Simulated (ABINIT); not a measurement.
Here is an ABINIT 10.8.3 (patched build) calculation.

run.abi

```
# Pseudopotentials
pp_dirpath "./"
pseudos "Te.upf, Cd.upf"

# Structure
acell 4.5937286792 4.5937286792 4.5937286792 Angstrom
rprim
     0.0000000000     0.7071067812     0.7071067812
     0.7071067812     0.0000000000     0.7071067812
     0.7071067812     0.7071067812     0.0000000000
ntypat 2
znucl 52 48
natom 2
typat 1 2
xcart
     9.2074733182     9.2074733182     9.2074733182
     0.0000000000     0.0000000000     0.0000000000
chkprim 0
chksymtnons 0
tolsym 1.0e-6

# Plane-wave basis
ecut 1387.780699 eV

# k points
kptopt 1
ngkpt 5 5 5
nshiftk 1
shiftk 0.0 0.0 0.0

# Exchange and correlation
ixc -116133

# Bands and occupations
nband 22
occopt 3
tsmear 0.05 eV

# SCF cycle
nstep 100
tolvrs 1.0e-10

# Output
iomode 3
prtwf 0
prtden 0
prteig 0
prtebands 0
enunit 2
prtvol 2
```

Potentials or basis: PseudoDojo NC SR PBEsol v0.4.1 standard.

Run with:

```console
$ abinit run.abi > log 2>&1
```

Task: Estimate the band gap on the k mesh.

Result: 0.63 eV, direct.

Task: What does it give for the pressure?

Result: 0.0 GPa.

Caveat: spin-orbit coupling is left out, which moves the levels of the heavy elements.
